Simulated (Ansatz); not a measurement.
# V2NF2 MXene monolayer in a perpendicular field, part 2 of 2

Aim: how the V2NF2 MXene monolayer screens a field along its normal, and what the field does to its bands. A positive field points along +c.

Ansatz 0.2.0; plane-wave DFT, PBE-D3(BJ), Ansatz PAW (set soft_1); PAW set soft_1.

So far. Step 2 (Relaxation): The lattice constant a goes from 2.941 to 3.016 Å.

## 3. Single point, field 0

A sawtooth potential applies the field, turning back in the middle of the vacuum. With the dipole correction the typed value is the field outside the slab. The induced dipole is small, so the SCF threshold is tight.

The cell differs from the one that the last finished run ended in (c 39.427 → 22.380 Å).

File input.yaml:

```yaml
crystal:
  lattice:
    - [3.0155050684, 0.0, 0.0]
    - [-1.5077525342, 2.6115039945, 0.0]
    - [0.0, 0.0, 22.3798343169]
  atoms:
    - { symbol: F, position: [0.3333333333, 0.6666666667, 0.4021477493] }
    - { symbol: V, position: [0.6666666667, 0.3333333333, 0.457764506] }
    - { symbol: "N", position: [0.0, 0.0, 0.5] }
    - { symbol: V, position: [0.3333333333, 0.6666666667, 0.542235494] }
    - { symbol: F, position: [0.6666666667, 0.3333333333, 0.5978522507] }
kpoints:
  mp_grid: { grid: [18, 18, 1] }
  band_path:
    path: [[0, 0, 0], [0.5, 0, 0], [0.33333333, 0.33333333, 0], [0, 0, 0]]
    npoints: 16
hamiltonian:
  xc: pbe
  dispersion: d3bj
  pseudopotentials: { kind: paw, azcp: { folder: soft_1 } }
scf:
  occupations: { method: fermi_dirac, width: 0.02585 }
  convergence: { dr2_threshold: 1.0e-10 }
efield:
  axis: 3
  dipole_correction: true
  ramp_position: 0.97
  ramp_width: 0.06
  amplitude: 0
output:
  dos: { projected: true, e_range: [-6, 5] }
  write_potential: true
  write_density: true
  volumetric_format: npy
  elf: true
```

The run is started by

```
$ ansatz run input.yaml --threads 2 --pin off --max-ram 3072MiB --backend cpu --events-out ev --progress --plain --runs-dir out
```

Numbers of over 12 decimals in the logs are rounded to 6 here.

What it wrote:

```text
[...]
Crystal: 5 atoms, lattice volume = 176.241 Å³
Basis set: ecut = 420 eV, 3363 PW (Γ)
Bands: 28, of which v1, the nominal top of the filled ones, is band 23 counted from 1 (22 counted from 0)
Symmetry: 6 space group operations
k-points: 37 of 324 (time reversal used)
[...]
SCF iter   1: F=—  HF=-7834.020561 eV  |F-HF|=—  |Δ(HF+E_count)|=         —  Δρ=8.08e-2  dr2=1.47e1  ethr=3.10e-3  p=0.000 e·Å  D=4.20e-14 V/Å  ΔV_dip=-0.00 eV  dr2_dipole=4.97e-8  V_vac-E_F(+/−)=7.52/7.52 eV  ⟨swp⟩=10.2  Hψ=5652  notcnv=0
efield: sawtooth ramp at fractional position 0.9700 (set: `efield.ramp_position`, or a place that a band, a saddle search or an elastic batch's reference lends), width 0.0600; the density the first Hamiltonian is built on has a dipole p = 0.000 e·Å; the dipole correction subtracts the counter field D = 4.20e-14 V/Å, which shifts the + side's vacuum level by -0.00 eV against the − side's; the planar-averaged density in the ramp window peaks in size at 9.7e-6 e/Å³
[...]
SCF iter   2: F=—  HF=-7832.446571 eV  |F-HF|=—  |Δ(HF+E_count)|=    1.57e0  Δρ=7.79e-2  dr2=9.21e0  ethr=3.10e-3  p=-0.000 e·Å  D=-1.96e-5 V/Å  ΔV_dip=0.00 eV  dr2_dipole=9.00e-7  V_vac-E_F(+/−)=3.49/3.49 eV  ⟨swp⟩=4.0  Hψ=3025  notcnv=0  defer=23
[...]
SCF iter  12: F=-7830.360538 eV  HF=-7830.360538 eV  |F-HF|=4.82e-11  |Δ(HF+E_count)|=  2.29e-10  Δρ=7.08e-8  dr2=4.37e-12  ethr=1.00e-12  p=0.000 e·Å  D=3.19e-8 V/Å  ΔV_dip=-0.00 eV  dr2_dipole=7.20e-14  V_vac-E_F(+/−)=4.96/4.96 eV  ⟨swp⟩=6.8  Hψ=3596  notcnv=0
SCF 1 converged in 12 iterations: F = -7830.360538 eV  dr2 = 4.37e-12
[...]
NSCF: frozen V_eff on 49 k-points
efield: sawtooth ramp at fractional position 0.9700 (kept from the solve that this one continues, or follows in the run), width 0.0600; the density the first Hamiltonian is built on has a dipole p = 0.000 e·Å; the dipole correction subtracts the counter field D = 3.19e-8 V/Å, which shifts the + side's vacuum level by -0.00 eV against the − side's; the planar-averaged density in the ramp window peaks in size at 1.1e-5 e/Å³
WARN: The output density's exchange-correlation potential varies sharply where the density is thin. Do not read a vacuum level from v_tot or v_xc, or from such a field of the output density. On a cell that repeats whose density bears no net charge and no dipole along the vacuum's axis use v_es (v_loc + v_h of the components); under efield.dipole_correction with no amplitude use v_es + v_field, which holds any externa [...]
SCF converged after 12 iterations
Free energy (F): -7830.360538 eV
[...]
Internal energy: -7830.355630 eV  (E = F + TS)
E sigma→0 (E₀):  -7830.358084 eV
Entropy (-TS):   -0.004908 eV (-0.982 meV/atom)
Fermi energy:    0.218858 eV
Dipole field:    D = -0.000000 V/Å  (p = -0.000000 e·Å, saw-weighted, corrected)
Work function:   Φ+ = 4.9562 eV   Φ− = 4.9563 eV
Levels:          The Fermi level and band energies are counted from a zero that moves with the ramp; work functions are not
[...]
--- Band table (eV; the first three rows and the last of 37) ---
  k-point 0: bands = [... 19 lower, -4.8653, -1.5125, -1.5125, 0.0395, 0.8931, 0.8931, 1.0085, 1.1388, ... 1 higher]
  k-point 1: bands = [... 19 lower, -4.8451, -1.5401, -1.4606, 0.0209, 0.8051, 0.8965, 1.1244, 1.1586, ... 1 higher]
  k-point 2: bands = [... 19 lower, -4.8167, -1.6246, -1.3142, -0.0249, 0.7019, 0.9095, 1.1330, 1.2447, ... 1 higher]
  k-point 36: bands = [... 19 lower, -5.3132, -0.7167, -0.7113, -0.7113, 1.1349, 1.1349, 1.6827, 2.5344, ... 1 higher]
```

It took 32 s on 2 threads of Arm Neoverse N1, shared host; peak memory 0.49 GiB; 63 s of CPU time.

This step gave:

```yaml
energy_at_zero_smearing: -7830.3581 eV
work_function_upper_face: 4.956 eV
dipole_along_the_normal: -3.43e-7 e·Å
```

Running mean over a fixed 2.5 Å (it still follows the layers) of the planar mean; the ramp of the sawtooth is left out. The electron's electrostatic potential energy less the Fermi level by z:

| z (Å) | electron's electrostatic potential energy less the Fermi level (eV) |
| --- | --- |
| 2.98 | 4.96 |
| 3.43 | 4.96 |
| 3.88 | 4.96 |
| 4.33 | 4.96 |
| 4.77 | 4.96 |
| 5.22 | 4.96 |
| 5.67 | 4.96 |
| 6.12 | 4.95 |
| 6.56 | 4.93 |
| 7.01 | 4.83 |
| 7.46 | 4.03 |
| 7.91 | 2.16 |
| 8.36 | -0.0671 |
| 8.80 | -3.00 |
| 9.25 | -6.36 |
| 9.70 | -9.53 |
| 10.15 | -11.5 |
| 10.59 | -12.8 |
| 11.04 | -13.8 |
| 11.34 | -13.8 |
| 11.79 | -12.8 |
| 12.23 | -11.5 |
| 12.68 | -9.53 |
| 13.13 | -6.36 |
| 13.58 | -3.00 |
| 14.02 | -0.0671 |
| 14.47 | 2.16 |
| 14.92 | 4.03 |
| 15.37 | 4.83 |
| 15.82 | 4.93 |
| 16.26 | 4.95 |
| 16.71 | 4.96 |
| 17.16 | 4.96 |
| 17.61 | 4.96 |
| 18.05 | 4.96 |
| 18.50 | 4.96 |
| 18.95 | 4.96 |
| 19.40 | 4.96 |

The density of states has structure finer than the step of the table below, so its rows give means over 0.2 eV, whole bins alone (the curve runs from -6 to 0.59 eV). Peaks (eV: height): -5.78: 18.4, -5.53: 13.5, -5.04: 12.6, -1.92: 3.63, -0.24: 7.35, 0.18: 6.32, 0.45: 4.95.

The density of states by energy, zero at the Fermi level; means over each step:

| energy (eV) | density of states (states/eV a cell) |
| --- | --- |
| -5.8 | 9.67 |
| -5.6 | 3.87 |
| -5.4 | 5.57 |
| -5.2 | 2.45 |
| -5.0 | 2.41 |
| -4.8 | 0 |
| -4.6 | 0 |
| -4.4 | 0 |
| -4.2 | 0 |
| -4.0 | 0 |
| -3.8 | 0 |
| -3.6 | 0 |
| -3.4 | 0 |
| -3.2 | 0 |
| -3.0 | 0 |
| -2.8 | 0.529 |
| -2.6 | 1.25 |
| -2.4 | 1.40 |
| -2.2 | 1.66 |
| -2.0 | 2.63 |
| -1.8 | 1.78 |
| -1.6 | 0.964 |
| -1.4 | 1.66 |
| -1.2 | 1.98 |
| -1.0 | 1.55 |
| -0.8 | 1.38 |
| -0.6 | 1.31 |
| -0.4 | 1.43 |
| -0.2 | 4.07 |
| 0.0 | 2.90 |
| 0.2 | 3.40 |
| 0.4 | 1.38 |

Projected DOS per atom over height of the atomic layer and energy from the Fermi level. Layers: F V N V F from below.

Ten even steps from '_' (0.00 states/eV) to '@' (2.57 states/eV), each cell a mean:
```
__==__==__
__++__++__
__**__**__
__--__--__
__::__::__
__::__::__
__--__--__
__..__..__
__==__==__
__::__::__
__::__::__
__________
__________
__________
__________
__________
__________
__________
..__..__..
::__==__::
::..%%..::
##::@@::##
```
Columns: height of the atomic layer (Å) from 9 to 13.4 (not evenly spaced); rows upwards: energy from the Fermi level (eV) from -5.96 to 0.61.

The electronic bands at the labelled points (eV, zero at the Fermi level):

| point | band 20 | band 21 | band 22 | band 23 | band 24 | band 25 | band 26 | band 27 |
| --- | --- | --- | --- | --- | --- | --- | --- | --- |
| Γ | -5.08 | -1.73 | -1.73 | -0.18 | 0.67 | 0.67 | 0.79 | 0.92 |
| halfway | -5.17 | -2.27 | -0.91 | -0.28 | 0.50 | 0.78 | 0.98 | 1.33 |
| M | -5.44 | -2.81 | 0.01 | 0.23 | 0.80 | 0.89 | 1.37 | 1.66 |
| halfway | -5.51 | -2.17 | -0.39 | -0.16 | 0.87 | 0.94 | 1.45 | 1.83 |
| K | -5.53 | -0.94 | -0.93 | -0.93 | 0.92 | 0.92 | 1.46 | 2.32 |
| halfway | -5.24 | -1.90 | -1.38 | 0.09 | 0.56 | 0.76 | 1.06 | 1.31 |
| Γ | -5.08 | -1.73 | -1.73 | -0.18 | 0.67 | 0.67 | 0.79 | 0.92 |

ELF in the ca plane at fractional y = 0.333, with atoms of V and F within 0.2 Å of it. It is the smooth field of the valence electrons, not physical close to the nuclei.

Values, 5 rows by 16 columns, each cell a mean:
```
0.00 0.00 0.00 0.00 0.00 0.00 0.03 0.10 0.43 0.28 0.16 0.59 0.62 0.09 0.00 0.00
0.00 0.00 0.00 0.00 0.00 0.00 0.01 0.11 0.68 0.42 0.18 0.66 0.73 0.16 0.00 0.00
0.00 0.00 0.00 0.00 0.00 0.00 0.04 0.12 0.44 0.28 0.16 0.59 0.62 0.09 0.00 0.00
0.00 0.00 0.00 0.00 0.00 0.01 0.18 0.45 0.14 0.43 0.21 0.14 0.13 0.01 0.00 0.00
0.00 0.00 0.00 0.00 0.00 0.01 0.19 0.46 0.14 0.45 0.20 0.12 0.12 0.01 0.00 0.00
```
Columns run along c (16.0 Å, from fractional 0.07 to 0.79 of the cell), rows up along a (3.0 Å). Atoms in or near the plane, at fractional coordinates: V at (0.46, 0.67), F at (0.60, 0.67).

Valence density in the ca plane at fractional y = 0.333, with atoms of V and F within 0.2 Å of it. It is the smooth field of the valence electrons, not physical close to the nuclei.

Values in units of 1e0 e/Å³, 5 rows by 16 columns, each cell a mean:
```
0.0 0.0 0.0 0.0 0.0 0.0 0.2 2.8 1.1 0.3 1.5 0.9 0.0 0.0 0.0 0.0
0.0 0.0 0.0 0.0 0.0 0.0 0.2 9.4 3.0 0.2 5.8 3.3 0.0 0.0 0.0 0.0
0.0 0.0 0.0 0.0 0.0 0.0 0.2 3.0 1.1 0.3 1.7 0.9 0.0 0.0 0.0 0.0
0.0 0.0 0.0 0.0 0.0 0.0 0.3 0.3 0.6 0.6 0.2 0.1 0.0 0.0 0.0 0.0
0.0 0.0 0.0 0.0 0.0 0.0 0.3 0.3 0.6 0.6 0.2 0.1 0.0 0.0 0.0 0.0
```
Columns run along c (16.0 Å, from fractional 0.12 to 0.84 of the cell), rows up along a (3.0 Å). Atoms in or near the plane, at fractional coordinates: V at (0.46, 0.67), F at (0.60, 0.67).

Electrostatic potential energy in the ca plane at fractional y = 0.333, with atoms of V and F within 0.2 Å of it. With pseudopotentials it is smooth inside the atoms' cores, unlike the true potential.

Ten even steps from '0' (-40 eV) to '9' (5 eV), each cell a mean:
```
99999999999999999999975224788788689999999999
99999999999999999999860000588883017999999999
99999999999999999999850000488871005999999999
99999999999999999999861001588883028999999999
99999999999999999999985335787778789999999999
99999999999999999999988778776568899999999999
99999999999999999999988888765467899999999999
99999999999999999999988777776678899999999999
```
Columns run along c (16.0 Å, from fractional 0.07 to 0.79 of the cell; values clipped at the 3rd and 97th percentile), rows up along a (3.0 Å). Atoms in or near the plane, at fractional coordinates: V at (0.46, 0.67), F at (0.60, 0.67).

The work function of the upper face is 4.96 eV.

## 4. Single point, field 0.1 V/Å

Changes to input.yaml since step 3:

```diff
@@ -26,7 +26,6 @@
   dipole_correction: true
-  ramp_position: 0.97
-  ramp_width: 0.06
-  amplitude: 0
+  ramp_position: 0.9227
+  ramp_width: 0.1546
+  amplitude: 0.1
 output:
-  dos: { projected: true, e_range: [-6, 5] }
   write_potential: true
@@ -34,2 +33 @@
   volumetric_format: npy
-  elf: true
```

What it wrote:

```text
[...]
Crystal: 5 atoms, lattice volume = 176.241 Å³
Basis set: ecut = 420 eV, 3363 PW (Γ)
Bands: 28, of which v1, the nominal top of the filled ones, is band 23 counted from 1 (22 counted from 0)
Symmetry: 6 space group operations
k-points: 37 of 324 (time reversal used)
[...]
k-point 0: bands = [... 19 lower, -4.8650, -1.5126, -1.5126, 0.0393, 0.8930, 0.8930, 1.0082, 1.1387, ... 1 higher]
  k-point 1: bands = [... 19 lower, -4.8448, -1.5403, -1.4607, 0.0208, 0.8050, 0.8964, 1.1241, 1.1585, ... 1 higher]
  k-point 2: bands = [... 19 lower, -4.8164, -1.6247, -1.3143, -0.0251, 0.7017, 0.9094, 1.1328, 1.2446, ... 1 higher]
  k-point 36: bands = [... 19 lower, -5.3133, -0.7168, -0.7130, -0.7099, 1.1346, 1.1349, 1.6826, 2.5321, ... 1 higher]
[key lines of the parts left out:]
SCF converged after 12 iterations
Free energy (F): -7830.361562 eV
Fermi energy:    0.218716 eV
Dipole field:    D = 0.021037 V/Å  (p = 0.020489 e·Å, saw-weighted, corrected)
```

It took 31 s on 2 threads; peak memory 0.47 GiB; 62 s of CPU time.

The dipole is 0.0205 e·Å.

## 5. Single point, field -0.1 V/Å

Changes to input.yaml since step 4:

```diff
@@ -28,3 +28,3 @@
   ramp_width: 0.1546
-  amplitude: 0.1
+  amplitude: -0.1
 output:
```

What it wrote:

```text
[...]
Crystal: 5 atoms, lattice volume = 176.241 Å³
Basis set: ecut = 420 eV, 3363 PW (Γ)
Bands: 28, of which v1, the nominal top of the filled ones, is band 23 counted from 1 (22 counted from 0)
Symmetry: 6 space group operations
k-points: 37 of 324 (time reversal used)
[...]
k-point 0: bands = [... 19 lower, -4.8650, -1.5126, -1.5126, 0.0393, 0.8930, 0.8930, 1.0082, 1.1387, ... 1 higher]
  k-point 1: bands = [... 19 lower, -4.8448, -1.5403, -1.4607, 0.0208, 0.8050, 0.8964, 1.1241, 1.1585, ... 1 higher]
  k-point 2: bands = [... 19 lower, -4.8164, -1.6247, -1.3143, -0.0251, 0.7017, 0.9094, 1.1328, 1.2446, ... 1 higher]
  k-point 36: bands = [... 19 lower, -5.3133, -0.7168, -0.7130, -0.7099, 1.1346, 1.1349, 1.6826, 2.5321, ... 1 higher]
[key lines of the parts left out:]
SCF converged after 12 iterations
Free energy (F): -7830.361562 eV
Fermi energy:    0.218717 eV
Dipole field:    D = -0.021037 V/Å  (p = -0.020489 e·Å, saw-weighted, corrected)
```

Elapsed: 31 s, on 2 threads; peak memory 0.47 GiB.

The dipole is -0.0205 e·Å.

## 6. Response, atoms held

This step: plane-wave DFT, PBE-D3(BJ), Ansatz PAW (set soft_1); response to a field along the normal, atoms held; PAW set soft_1 (Ansatz 0.2.0).

The dipoles give the slope, and the difference of two potentials shows where the field is screened.

This step gave:

| Item | Value |
| --- | --- |
| equivalent conductor thickness p/(ε₀AE) | 4.708 Å |
| distance between the outer atoms | 4.380 Å |

Dipole of the cell against applied field:

| applied field (V/Å) | dipole of the cell (e·Å) |
| --- | --- |
| -0.1000 | -0.0205 |
| 0.0000 | -3.4e-7 |
| 0.1000 | 0.0205 |

Local field over the applied field, running mean. From the potentials at -0.1 and 0.1 V/Å; running mean over 2.5 Å. Local field over applied field against z:

| z (Å) | local field over applied field |
| --- | --- |
| 4.5 | 1.000 |
| 5.0 | 1.000 |
| 5.5 | 0.999 |
| 6.0 | 0.996 |
| 6.5 | 0.986 |
| 7.0 | 0.951 |
| 7.5 | 0.865 |
| 8.0 | 0.738 |
| 8.5 | 0.590 |
| 9.0 | 0.438 |
| 9.5 | 0.286 |
| 10.0 | 0.169 |
| 10.5 | 0.0966 |
| 11.0 | 0.0653 |
| 11.5 | 0.0694 |
| 12.0 | 0.110 |
| 12.5 | 0.193 |
| 13.0 | 0.320 |
| 13.5 | 0.476 |
| 14.0 | 0.626 |
| 14.5 | 0.772 |
| 15.0 | 0.890 |
| 15.5 | 0.963 |
| 16.0 | 0.989 |
| 16.5 | 0.997 |
| 17.0 | 0.999 |
| 17.5 | 1.000 |
| 18.0 | 1.000 |

The induced electron density oscillates, so the rows of the table below give means over windows of 0.5 Å about each position, cut where the curve ends. Its maxima inside the range that stand out by 2 % of the span (Å: e/Å³ per V/Å): 8.36: 0.00339, 9.10: 0.00213, 10.15: 0.00189, 12.83: -1.4e-4, 13.58: -0.00168. Its minima: 8.80: 0.00168, 9.55: 1.4e-4, 12.23: -0.00189, 13.28: -0.00213, 14.02: -0.00339.

Electrons, planar mean, per unit field. The induced electron density by z; means over each step:

z (Å), induced electron density (e/Å³ per V/Å) and a bar from the least value:
```
      4.5    0.00000 ###############
      5.0    0.00000 ###############
      5.5    0.00000 ###############
      6.0    0.00001 ###############
      6.5    0.00005 ################
      7.0    0.00021 ################
      7.5    0.00073 ###################
      8.0    0.00213 ##########################
      8.5    0.00297 ##############################
      9.0    0.00187 #########################
      9.5    0.00055 ##################
     10.0    0.00117 #####################
     10.5    0.00120 #####################
     11.0    0.00038 #################
     11.5   -0.00057 ############
     12.0   -0.00145 ########
     12.5   -0.00078 ###########
     13.0   -0.00096 ###########
     13.5   -0.00196 ######
     14.0   -0.00309 
     14.5   -0.00172 #######
     15.0   -0.00055 #############
     15.5   -0.00015 ###############
     16.0   -0.00004 ###############
     16.5   -0.00001 ###############
     17.0    0.00000 ###############
     17.5    0.00000 ###############
     18.0    0.00000 ###############
```

By hand: between -0.1 and 0.1 V/Å the dipole changes by 0.04098 e·Å, a slope of 0.2049 e·Å²/V. A perfect conductor of thickness t has p = ε₀AEt, so t = 180.95 × 0.2049 / 7.875 = 4.71 Å (e/ε₀ = 180.95 V·Å, A in Å²).

The induced dipole is that of a conductor 4.71 Å thick.

## 7. Summary of results

| Property | Result |
| --- | --- |
| gap without field | none |
| work function, upper face | 4.96 eV |
| equivalent conductor thickness, atoms held | 4.71 Å |

The induced dipole equals that of a perfect conductor 4.71 Å thick, while the outer atoms lie 4.38 Å apart. There is no gap over 0.03 eV, with or without the field. The first relaxation ran with spin and lost its moment, and the later runs have none; other magnetic states were not tried. The MXene's terminations sit over the metal atoms of its far layer; the site over carbon or nitrogen, which some compounds prefer, was not run.

[Logs are printed without paths, hosts, clocks, repeated set-up lines and the standing remarks that a program may print on its own settings, such as how far it seeks lower states.]

[Hosts, paths, dates, database ids (printed as entryN), source tags and the programs' standing remarks are cut or masked in the printed files.]

[Maps of the electrostatic potential energy from Ansatz leave out the sawtooth potential of an applied field or a dipole correction, so their vacuum need not be flat; planar profiles and work functions include it.]

[The density of states shown here was stored with 400 of the rows of the run's finer table, so its peaks can read low, often by over a quarter, or be missed, and its means over a window can be off by a tenth or more.]
